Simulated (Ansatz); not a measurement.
# ZrSi3: a trial structure relaxed

The task: take a trial cell of ZrSi3 to zero force and stress.

Computed with Ansatz 0.2.0 (DFT PBE, scalar-relativistic, plane waves, PAW, unless a step's input says otherwise).

## 1. Starting point

The structure is cubic, space group Fm-3m (No. 225). The conventional cell has a = 6.797 Å, b = 6.797 Å, c = 6.797 Å, α = 90.00°, β = 90.00°, γ = 90.00°. Zr (site symmetry m-3m) has 8 Si at 2.94 Å as nearest neighbours. Si (site symmetry -43m) is surrounded by 4 Zr at 2.94 Å and 4 Si at 2.94 Å. Around Si (site symmetry m-3m) lie 8 Si at 2.94 Å.

Coordinates:

```cif
data_structure
_symmetry_space_group_name_H-M 'Fm-3m'
_symmetry_Int_Tables_number 225
_cell_length_a 6.7967
_cell_length_b 6.7967
_cell_length_c 6.7967
_cell_angle_alpha 90.000
_cell_angle_beta 90.000
_cell_angle_gamma 90.000
_cell_volume 313.97
loop_
_atom_site_label
_atom_site_type_symbol
_atom_site_symmetry_multiplicity
_atom_site_Wyckoff_symbol
_atom_site_fract_x
_atom_site_fract_y
_atom_site_fract_z
_atom_site_occupancy
Zr1 Zr 4 a 0.00000 0.00000 0.00000 1
Si1 Si 8 c 0.25000 0.75000 0.75000 1
Si2 Si 4 b 0.50000 0.00000 0.00000 1
```

Recipe of the guess: species swapped into a database cell of TbMg3 (Fm-3m, No. 225), with Zr on the Tb sites and Si on the Mg sites. Lengths come from tabulated atomic sizes and are only a guess.

## 2. A first look at the guess

Input file input.yaml:

```yaml
crystal:
  lattice:
    - [0.0, 3.39833989, 3.39833989]
    - [3.39833989, 0.0, 3.39833989]
    - [3.39833989, 3.39833989, 0.0]
  atoms:
    - { symbol: Zr, position: [0.0, 0.0, 0.0] }
    - { symbol: Si, position: [0.25, 0.25, 0.25] }
    - { symbol: Si, position: [0.5, 0.5, 0.5] }
    - { symbol: Si, position: [0.75, 0.75, 0.75] }
basis:
  ecutwfc: 420
kpoints:
  mp_grid: { grid: [4, 4, 4] }
hamiltonian:
  xc: pbe
scf:
  occupations: { method: gaussian, width: 0.1 }
  lower_state_search: "off"
output:
  forces: true
  stress: true
  eigenvalues: true
```

The run is started by

```
$ ansatz run input.yaml --threads 1 --pin off --max-ram 2048MiB --backend cpu --events-out ev --progress --plain --runs-dir out
```

The program printed (excerpt; [...] marks lines left out):

```text
[...]
SCF converged after 6 iterations
Free energy (F): -6089.882596 eV
[...]
E sigma→0 (E₀):  -6089.874093 eV
Entropy (-TS):   -0.017006 eV (-4.251 meV/atom)
Fermi energy:    9.527870 eV
[...]
--- Forces (eV/Å), atoms counted from 1 ---
  atom   1  Zr    -0.00000000     0.00000000     0.00000000
  atom   2  Si     0.00000000     0.00000000    -0.00000000
  atom   3  Si    -0.00000000     0.00000000     0.00000000
  atom   4  Si     0.00000000     0.00000000    -0.00000000
[...]
--- Stress (GPa, compression-positive) ---
       -9.789387       0.000000       0.000000
        0.000000      -9.789387      -0.000000
        0.000000      -0.000000      -9.789387
  P = ⅓ Tr σ = -9.7894 GPa (-97.894 kbar)
--- Band table (eV; the first three rows and the last of 8) ---
  k-point 0: bands = ["-39.7135", "-17.7358", "-17.7358", "-17.7358", "-1.6215", "5.0039", "6.2729", "6.2729", "6.2729", "6.7017", "8.1454", "8.1454", "8.1454", "9.3486", "9.3486", "11.9472"]
[...]
```

It took 1.6 s on 1 thread of Arm Neoverse V1, shared host; peak memory 0.31 GiB.

From the probe: pressure -9.8 GPa, largest force 0.00 eV/Å, gap on this mesh none (metal). A guess like this is first relaxed loosely on the coarse mesh.

## 3. A loose first relaxation

Edit input.yaml of step 2 so:

```diff
@@ -23 +23,6 @@
   eigenvalues: true
+relax:
+  adjacent_minimum: "off"
+  f_tol: 0.04
+  max_steps: 70
+  cell: { stress_tol: 0.4 }
```

The run is started by

```
$ ansatz run input.yaml --threads 1 --pin off --max-ram 2048MiB --backend cpu --events-out ev --progress --plain --runs-dir out
```

The program printed:

```text
Warning: RAYON_NUM_THREADS=1 ignored (pool sized by the plan → 1); use --threads N
Engine: ansatz 0.2.0, aarch64-unknown-linux-gnu
Pseudopotentials: kind: paw
Pseudopotential: Zr, paw, valence charge 12, recommended cutoff 420 eV (normal), Zr.paw.azcp
Pseudopotential: Si, paw, valence charge 4, recommended cutoff 420 eV (normal), Si.paw.azcp
Functional definition: PBE
  parameter kappa = 0.804
  parameter beta = 0.06672455060314922
  exchange = pbe_x(kappa = kappa, mu = beta*pi^2/3)
  correlation = pbe_c(beta = beta)
Crystal: 4 atoms, lattice volume = 78.493 Å³
Basis set: ecut = 420 eV, 1471 PW (Γ), exchange–correlation on 72×72×72 points (8 copies of the dense FFT grid, shifted against one another)
Bands: 16, of which v1, the nominal top of the filled ones, is band 12 counted from 1 (11 counted from 0)
Symmetry: 48 space group operations
Space group: Fm-3m (ITA 225), of the structure as read, at distance tolerance 4.3e-5 Å
k-points: 8 of 64
Non-local potential: Zr, projectors of the file, l = 0: 3, l = 1: 2, l = 2: 2, l = 3: 2
Non-local potential: Si, projectors of the file, l = 0: 2, l = 1: 2, l = 2: 2
PAW form: soft (Blöchl's): semilocal exchange-correlation on the pseudo side does not see the compensation charge
PAW one-centre angular grid: Zr, 590 points (default); XC on 64 Gauss nodes
PAW one-centre angular grid: Si, 110 points (default); XC on 64 Gauss nodes
Initial density: superposition of atomic densities (neutral atoms: chi_scale 0, normalization atom), corrected by the library's trained network
Initial wavefunctions: pseudopotential atomic-orbital guess
Functional: x = pbe(κ = 0.804, μ = 0.2195149727645171), c = pbe(β = 0.06672455060314922)
SCF iter   1: F=—  HF=-6089.882349 eV  |F-HF|=—  |Δ(HF+E_count)|=         —  Δρ=1.90e-3  dr2=3.37e-3  ethr=1.77e-3  ⟨swp⟩=5.1  Hψ=696  notcnv=0
preconditioner: auto → Kerker (q_TF=auto, 2.239 Å⁻¹)  [metal: Δε(μ)=0.096 eV  Ē_g=5.477 eV  σ=0.100 eV  W_gap=0.45  n_scr=14 (ndim 8)  ℏωp=16.8 eV  f_vac=0.000  D(μ)=3.46/eV (n_scr^D=26)]
SCF iter   2: F=—  HF=-6089.882360 eV  |F-HF|=—  |Δ(HF+E_count)|=   1.13e-5  Δρ=1.04e-3  dr2=8.85e-4  ethr=1.40e-5  ⟨swp⟩=1.6  Hψ=236  notcnv=0
SCF iter   3: F=—  HF=-6089.882599 eV  |F-HF|=—  |Δ(HF+E_count)|=   2.39e-4  Δρ=2.28e-4  dr2=4.58e-5  ethr=3.69e-6  ⟨swp⟩=2.4  Hψ=197  notcnv=0
SCF iter   4: F=—  HF=-6089.882597 eV  |F-HF|=—  |Δ(HF+E_count)|=   2.62e-6  Δρ=5.82e-5  dr2=2.58e-6  ethr=1.91e-7  ⟨swp⟩=2.5  Hψ=207  notcnv=0
iter 5 did not close the SCF: its close was put off for the readings that it lacked (scf_convergence_deferred on its scf_iter line)
SCF iter   5: F=-6089.882596 eV  HF=-6089.882596 eV  |F-HF|=2.38e-8  |Δ(HF+E_count)|=   3.61e-7  Δρ=1.04e-5  dr2=7.34e-8  ethr=1.07e-8  ⟨swp⟩=2.8  Hψ=195  notcnv=0
SCF iter   6: F=-6089.882596 eV  HF=-6089.882596 eV  |F-HF|=1.11e-10  |Δ(HF+E_count)|=   4.06e-9  Δρ=2.46e-6  dr2=1.92e-9  ethr=3.06e-10  ⟨swp⟩=2.9  Hψ=464  notcnv=0
SCF 1 converged in 6 iterations: F = -6089.882596 eV  dr2 = 1.92e-9
relax step   1: F+E_penalty+E_count = -6089.88259632 eV  Δ(F+E_penalty+E_count) = +0.000e0 eV  max|allowed force component| = 1.018e-16 eV/Å  Δτ_max = 0.0000 Å  P = -9.789 GPa  Ω = 78.493 Å³  (6 SCF iters, dr2 threshold 1.00e-7 eV, accepted)
Crystal: 4 atoms, lattice volume = 67.564 Å³
Basis set: ecut = 420 eV, 1363 PW (Γ), exchange–correlation on 72×72×72 points (8 copies of the dense FFT grid, shifted against one another)
Initial density: handed on by an earlier stage of this run
Initial wavefunctions: those handed on with the density
iter 1 solved again at ethr=2.85e-4 eV; its pass at ethr=3.10e-3 eV (dr2=6.84e-2 eV) is discarded
SCF iter   1: F=—  HF=-6090.220407 eV  |F-HF|=—  |Δ(HF+E_count)|=         —  Δρ=6.26e-3  dr2=6.87e-2  ethr=2.85e-4  ⟨swp⟩=1.0  Hψ=840  notcnv=0
preconditioner: auto → Kerker (q_TF=auto, 2.296 Å⁻¹)  [metal: Δε(μ)=0.096 eV  Ē_g=6.030 eV  σ=0.100 eV  W_gap=0.42  n_scr=14 (ndim 8)  ℏωp=18.1 eV  f_vac=0.000  D(μ)=3.36/eV (n_scr^D=26)]
SCF iter   2: F=—  HF=-6090.206746 eV  |F-HF|=—  |Δ(HF+E_count)|=   1.37e-2  Δρ=2.45e-3  dr2=8.15e-3  ethr=2.85e-4  ⟨swp⟩=2.0  Hψ=157  notcnv=0
preconditioner: auto → none  [insulator: Δε(μ)=0.143 eV  Ē_g=6.061 eV  σ=0.100 eV  W_gap=0.63  n_scr=14 (ndim 8)  ℏωp=18.1 eV  f_vac=0.000  D(μ)=3.45/eV (n_scr^D=26)  ε∞_Penn≈9.9]
SCF iter   3: F=—  HF=-6090.204137 eV  |F-HF|=—  |Δ(HF+E_count)|=   2.61e-3  Δρ=4.20e-4  dr2=9.21e-5  ethr=3.39e-5  ⟨swp⟩=2.0  Hψ=174  notcnv=0
SCF iter   4: F=—  HF=-6090.204094 eV  |F-HF|=—  |Δ(HF+E_count)|=   4.25e-5  Δρ=1.32e-4  dr2=6.61e-6  ethr=3.84e-7  ⟨swp⟩=2.1  Hψ=217  notcnv=0
iter 5 did not close the SCF: its close was put off for the readings that it lacked (scf_convergence_deferred on its scf_iter line)
SCF iter   5: F=-6090.204093 eV  HF=-6090.204093 eV  |F-HF|=2.68e-8  |Δ(HF+E_count)|=   1.23e-6  Δρ=1.52e-5  dr2=1.07e-7  ethr=2.75e-8  ⟨swp⟩=2.1  Hψ=201  notcnv=0
SCF iter   6: F=-6090.204093 eV  HF=-6090.204093 eV  |F-HF|=1.40e-10  |Δ(HF+E_count)|=   5.66e-8  Δρ=2.01e-6  dr2=1.07e-9  ethr=4.47e-10  ⟨swp⟩=2.9  Hψ=562  notcnv=0
SCF 2 converged in 6 iterations: F = -6090.204093 eV  dr2 = 1.07e-9
relax step   2: F+E_penalty+E_count = -6090.20409293 eV  Δ(F+E_penalty+E_count) = -3.215e-1 eV  max|allowed force component| = 1.527e-16 eV/Å  Δτ_max = 0.0000 Å  P = +1.831 GPa  Ω = 67.564 Å³  energy of the carried Pulay correction = +1.568e-3 eV  (6 SCF iters, dr2 threshold 4.00e-7 eV, accepted)
Crystal: 4 atoms, lattice volume = 69.079 Å³
iter 1 solved again at ethr=1.14e-5 eV; its pass at ethr=3.10e-3 eV (dr2=2.73e-3 eV) is discarded
SCF iter   1: F=—  HF=-6090.211775 eV  |F-HF|=—  |Δ(HF+E_count)|=         —  Δρ=1.22e-3  dr2=2.73e-3  ethr=1.14e-5  ⟨swp⟩=1.4  Hψ=770  notcnv=0
preconditioner: auto → none  [insulator: Δε(μ)=0.171 eV  Ē_g=5.984 eV  σ=0.100 eV  W_gap=0.60  n_scr=14 (ndim 8)  ℏωp=17.9 eV  f_vac=0.000  D(μ)=3.11/eV (n_scr^D=26)  ε∞_Penn≈9.9]
SCF iter   2: F=—  HF=-6090.211148 eV  |F-HF|=—  |Δ(HF+E_count)|=   6.28e-4  Δρ=2.26e-4  dr2=1.90e-5  ethr=1.14e-5  ⟨swp⟩=2.1  Hψ=171  notcnv=0
SCF iter   3: F=—  HF=-6090.211140 eV  |F-HF|=—  |Δ(HF+E_count)|=   7.81e-6  Δρ=9.44e-5  dr2=3.42e-6  ethr=7.92e-8  ⟨swp⟩=2.8  Hψ=244  notcnv=0
iter 4 did not close the SCF: its close was put off for the readings that it lacked (scf_convergence_deferred on its scf_iter line)
SCF iter   4: F=-6090.211138 eV  HF=-6090.211138 eV  |F-HF|=1.16e-8  |Δ(HF+E_count)|=   1.71e-6  Δρ=9.60e-6  dr2=5.82e-8  ethr=1.42e-8  ⟨swp⟩=2.1  Hψ=201  notcnv=0
iter 5 did not close the SCF: its close was put off for the readings that it lacked (scf_convergence_deferred on its scf_iter line)
SCF iter   5: F=-6090.211138 eV  HF=-6090.211138 eV  |F-HF|=1.91e-9  |Δ(HF+E_count)|=   6.90e-9  Δρ=2.13e-6  dr2=3.90e-9  ethr=2.42e-10  ⟨swp⟩=2.0  Hψ=221  notcnv=0
SCF iter   6: F=-6090.211138 eV  HF=-6090.211138 eV  |F-HF|=3.37e-11  |Δ(HF+E_count)|=  8.73e-11  Δρ=5.25e-7  dr2=6.65e-11  ethr=1.63e-11  ⟨swp⟩=1.6  Hψ=364  notcnv=0
SCF 3 converged in 6 iterations: F = -6090.211138 eV  dr2 = 6.65e-11
relax step   3: F+E_penalty+E_count = -6090.21113817 eV  Δ(F+E_penalty+E_count) = -7.045e-3 eV  max|allowed force component| = 1.342e-16 eV/Å  Δτ_max = 0.0000 Å  P = -0.268 GPa  Ω = 69.079 Å³  energy of the carried Pulay correction = +1.337e-3 eV  (6 SCF iters, dr2 threshold 4.00e-7 eV, accepted)
Basis set: ecut = 420 eV, 1363 PW (Γ), exchange–correlation on 64×64×64 points (8 copies of the dense FFT grid, shifted against one another)
Initial wavefunctions: pseudopotential atomic-orbital guess (no wavefunctions were taken with the density)
iter 1 solved again at ethr=1.32e-8 eV; its pass at ethr=3.10e-3 eV (dr2=3.17e-6 eV) is discarded
SCF iter   1: F=—  HF=-6090.210349 eV  |F-HF|=—  |Δ(HF+E_count)|=         —  Δρ=7.55e-5  dr2=3.90e-7  ethr=1.32e-8  ⟨swp⟩=3.1  Hψ=1119  notcnv=0
preconditioner: auto → none  [insulator: Δε(μ)=0.171 eV  Ē_g=5.975 eV  σ=0.100 eV  W_gap=0.62  n_scr=14 (ndim 8)  ℏωp=17.9 eV  f_vac=0.000  D(μ)=3.19/eV (n_scr^D=26)  ε∞_Penn≈9.9]
SCF iter   2: F=—  HF=-6090.210333 eV  |F-HF|=—  |Δ(HF+E_count)|=   1.60e-5  Δρ=3.76e-5  dr2=9.18e-8  ethr=1.63e-9  ⟨swp⟩=2.0  Hψ=228  notcnv=0
SCF iter   3: F=—  HF=-6090.210333 eV  |F-HF|=—  |Δ(HF+E_count)|=   5.99e-7  Δρ=3.03e-6  dr2=4.65e-9  ethr=3.83e-10  ⟨swp⟩=2.0  Hψ=228  notcnv=0
iter 4 did not close the SCF: its close was put off for the readings that it lacked (scf_convergence_deferred on its scf_iter line)
SCF iter   4: F=-6090.210333 eV  HF=-6090.210333 eV  |F-HF|=9.09e-11  |Δ(HF+E_count)|=   2.64e-9  Δρ=6.10e-7  dr2=8.70e-11  ethr=1.94e-11  ⟨swp⟩=2.4  Hψ=199  notcnv=0
iter 5 did not close the SCF: its close was put off for the readings that it lacked (scf_convergence_deferred on its scf_iter line)
SCF iter   5: F=-6090.210333 eV  HF=-6090.210333 eV  |F-HF|=9.09e-13  |Δ(HF+E_count)|=  1.13e-10  Δρ=1.06e-7  dr2=3.03e-12  ethr=1.00e-12  ⟨swp⟩=1.6  Hψ=166  notcnv=0
SCF iter   6: F=-6090.210333 eV  HF=-6090.210333 eV  |F-HF|=9.09e-13  |Δ(HF+E_count)|=  3.64e-12  Δρ=1.45e-8  dr2=1.36e-13  ethr=1.00e-12  ⟨swp⟩=1.0  Hψ=288  notcnv=0
SCF 4 converged in 6 iterations: F = -6090.210333 eV  dr2 = 1.36e-13
relax step   4: F+E_penalty+E_count = -6090.21033341 eV  Δ(F+E_penalty+E_count) = +8.048e-4 eV  max|allowed force component| = 1.018e-16 eV/Å  Δτ_max = 0.0000 Å  P = -0.284 GPa  Ω = 69.079 Å³  stress off target by 2.84e-1 GPa  SCF on the basis re-selected at this cell (its energy is not comparable with the rows above)  (6 SCF iters)
basis re-selected at this cell: Δ(F+E_penalty+E_count) = +8.048e-4 eV, ΔP = -0.017 GPa vs the last step (what re-selecting the basis moved, of the pressure what is left beyond the Pulay correction that the steps carried, after the strain that the cell walked since its last selection, with what the two solves' SCF thresholds leave and, on support functions, any second-order correction that the steps lacked; it is no measure of the basis error at this ecutwfc). The dense FFT grid was sized anew with the basis: this SCF ran on 32×32×32 points, the steps before it on 36×36×36, so part of this shift can come from that change (see relax.cell in the input reference). This SCF's stress stands 2.84e-1 GPa from its target on what of the cell is left free (relax.cell.stress_tol is 4.00e-1 GPa) and its largest allowed force component is 1.02e-16 eV/Å (relax.f_tol is 4.00e-2 eV/Å): within both
SCF converged after 6 iterations
Free energy (F): -6090.210333 eV
Harris-Foulkes:  -6090.210333 eV  (|F-HF|=9.09e-13)
Internal energy: -6090.194385 eV  (E = F + TS)
E sigma→0 (E₀):  -6090.202359 eV
Entropy (-TS):   -0.015949 eV (-3.987 meV/atom)
Fermi energy:    11.171901 eV
--- Per-component energies (eV) ---
  E_band       = -60.997117
  E_kinetic    = 452.882966
  E_local      = -802.733043  (includes V_loc(G=0)·N_el)
  E_nonlocal   = 158.136938
  E_hartree    = 274.820821
  E_xc         = -328.592122
  E_vxc        = -332.858916  (∫ρ·V_xc dr)
  E_paw        = -4490.507964  (= ΣΔE_a)
  E_vpaw       = -86.066756  (= ΣTr[D̂ρ^β])
  E_aug_tail   = 0.000047  (compensation charges beyond the density's cutoff)
  E_ewald      = -1354.202028
  E_smearing   = -0.015949  (= −TS)
  E_closure    = -0.000000  (closes the sum)
  Σ components = -6090.210333   (vs F -6090.210333, Δ=0.00e0)
--- Forces (eV/Å), atoms counted from 1 ---
  atom   1  Zr    -0.00000000     0.00000000     0.00000000
  atom   2  Si    -0.00000000     0.00000000    -0.00000000
  atom   3  Si     0.00000000    -0.00000000    -0.00000000
  atom   4  Si    -0.00000000    -0.00000000     0.00000000
  max |Σ_I F_I| component: 1.48e-16 eV/Å
--- Stress (GPa, compression-positive) ---
       -0.284470      -0.000000      -0.000000
       -0.000000      -0.284470      -0.000000
       -0.000000      -0.000000      -0.284470
  P = ⅓ Tr σ = -0.2845 GPa (-2.845 kbar)
--- Band table (eV; the first three rows and the last of 8) ---
  k-point 0: bands = ["-37.6521", "-15.7413", "-15.7413", "-15.7413", "-0.7661", "7.0060", "7.4572", "7.4572", "7.4572", "9.0958", "9.5686", "9.5686", "9.5686", "10.7629", "10.7629", "14.0734"]
  k-point 1: bands = ["-37.6514", "-15.7620", "-15.7441", "-15.7441", "-0.0915", "4.3999", "7.0751", "7.3263", "7.3263", "9.1348", "9.1348", "10.2707", "11.6648", "12.3085", "12.3085", "13.4229"]
  k-point 2: bands = ["-37.6508", "-15.7824", "-15.7468", "-15.7468", "1.4617", "2.0980", "6.6966", "7.0105", "7.0105", "9.6215", "10.0367", "10.0367", "11.1126", "11.1126", "14.4811", "15.1183"]
  k-point 7: bands = ["-37.6504", "-15.7682", "-15.7682", "-15.7560", "2.5250", "3.0665", "3.0665", "5.6128", "8.8991", "8.8991", "11.0311", "11.1463", "11.6073", "13.1354", "13.9760", "13.9760"]
--- Relaxed structure (3 steps of the walk, 3 accepted, 1 SCFs on fresh bases) ---
  F+E_penalty+E_count = -6090.21033341 eV   max|allowed force component| = 1.018e-16 eV/Å   (the final SCF, on the basis selected at the relaxed cell)
  cell:  # Å, volume = 69.0785 Å³
    - [-1.2228892878949416e-33, 3.256649377637291, 3.256649377637291]
    - [3.256649377637291, -9.426438260856843e-34, 3.256649377637291]
    - [3.256649377637291, 3.256649377637291, 3.311991821382133e-34]
  atoms:
    - { symbol: Zr, position: [-2.55126634006963e-33, 3.294135828130745e-33, 1.228461289609359e-33] }
    - { symbol: Si, position: [0.25, 0.25, 0.25] }
    - { symbol: Si, position: [0.5, 0.5, 0.5] }
    - { symbol: Si, position: [0.75, 0.75, 0.75] }
```

It took 4.3 s on 1 thread of Arm Neoverse V1, shared host; peak memory 0.32 GiB.

Step by step:

| step | energy from step 1 (eV/cell) | largest force component (eV/Å) | pressure (GPa) | volume (Å³) |
| --- | --- | --- | --- | --- |
| 1 | 0.0000 | 0.0000 | -9.79 | 78.49 |
| 2 | -0.3215 | 0.0000 | 1.83 | 67.56 |
| 3 | -0.3285 | 0.0000 | -0.27 | 69.08 |
| 4 | -0.3277 | 0.0000 | -0.28 | 69.08 |

Step 1 is the start. Step 4 repeats the geometry before it on a plane-wave basis chosen anew for that cell, so its energy need not be comparable with the rows above.

Lengths and angles in the start's conventional setting:

|  | before | after | change |
| --- | --- | --- | --- |
| a (Å) | 6.797 | 6.513 | -4.2 % |
| b (Å) | 6.797 | 6.513 | -4.2 % |
| c (Å) | 6.797 | 6.513 | -4.2 % |
| volume (Å³/atom) | 19.62 | 17.27 | -12.0 % |
| shortest distance (Å) | 2.943 | 2.820 | -4.2 % |
| space group (0.01 Å) | Fm-3m | Fm-3m | same |

Forces and stress were held to the start's 48 operations: a distortion of lower symmetry was not tested.

## 4. Spin check on a coarse mesh

Input file input.yaml:

```yaml
crystal:
  lattice:
    - [0.0, 3.2566493776, 3.2566493776]
    - [3.2566493776, 0.0, 3.2566493776]
    - [3.2566493776, 3.2566493776, 0.0]
  atoms:
    - { symbol: Zr, position: [0.0, 0.0, 0.0], spin: 1.0 }
    - { symbol: Si, position: [0.25, 0.25, 0.25] }
    - { symbol: Si, position: [0.5, 0.5, 0.5] }
    - { symbol: Si, position: [0.75, 0.75, 0.75] }
basis:
  ecutwfc: 420
kpoints:
  mp_grid: { grid: [4, 4, 4] }
hamiltonian:
  xc: pbe
scf:
  occupations: { method: gaussian, width: 0.1 }
  lower_state_search: "off"
output:
  forces: true
  stress: true
  eigenvalues: true
  populations: true
magnetization:
  spin_polarized: true
```

The run is started by

```
$ ansatz run input.yaml --threads 1 --pin off --max-ram 2048MiB --backend cpu --events-out ev --progress --plain --runs-dir out
```

The program printed (excerpt; [...] marks lines left out):

```text
[...]
SCF converged after 15 iterations
Magnetization: -0.0000 μB (12.0000 up, 12.0000 down)
Absolute magnetization: 0.0000 μB (∫|ρ↑−ρ↓|, with the PAW one-centre terms)
Spin contamination: 0.0000 ħ² per cell (⟨S²⟩ above its minimum at these occupations)
Per-site moments (μB) at R_I (Å): [(-6.340801167897528e-6, 1.163390700540907), (1.0820503711571084e-6, 1.163390700540907), (-1.3021119693199977e-6, 1.163390700540907), (1.0820503711154725e-6, 1.163390700540907)]
Free energy (F): -6090.210333 eV
[...]
E sigma→0 (E₀):  -6090.202359 eV
Entropy (-TS):   -0.015949 eV (-3.987 meV/atom)
Fermi energy:    11.171900 eV
[...]
--- Forces (eV/Å), atoms counted from 1 ---
  atom   1  Zr    -0.00000000     0.00000000     0.00000000
  atom   2  Si    -0.00000000    -0.00000000    -0.00000000
  atom   3  Si     0.00000000     0.00000000     0.00000000
  atom   4  Si    -0.00000000    -0.00000000    -0.00000000
[...]
--- Stress (GPa, compression-positive) ---
       -0.284470       0.000000      -0.000000
       -0.000000      -0.284470       0.000000
       -0.000000      -0.000000      -0.284470
  P = ⅓ Tr σ = -0.2845 GPa (-2.845 kbar)
--- Band table (eV; the first three rows and the last of 16) ---
  k-point 0 ↑: bands = ["-37.6521", "-15.7413", "-15.7413", "-15.7413", "-0.7661", "7.0060", "7.4572", "7.4572", "7.4572", "9.0958", "9.5686", "9.5686", "9.5686", "10.7629", "10.7629", "14.0734", "14.0734"]
[...]
--- Löwdin populations: 4 sites ---
  site symbol       q [e]    m [muB]
     0     Zr     11.7274    -0.0000
     1     Si      4.0659     0.0000
     2     Si      3.8962    -0.0000
     3     Si      4.0659     0.0000
  spilling = 0.010187 (of n_electrons = 24.000000)
```

Run time: 3.2 s. Hardware: 1 thread of Arm Neoverse V1, shared host; peak memory 0.31 GiB.

Per atom:

| atom | Löwdin electrons |
| --- | --- |
| Zr1 | 11.73 |
| Si2 | 4.07 |
| Si3 | 3.90 |
| Si4 | 4.07 |

The Löwdin counts miss 0.24 of the 24 electrons, which the atomic orbitals do not span, so they are no charges.

The same cell is solved with trial moments on Zr. The largest site moment that stays is 0.00 μB and the cell's total 0.00 μB. The workflow keeps spin only above 0.25 μB on a site, so the next run goes without spin.

[end of part 1 of 2]
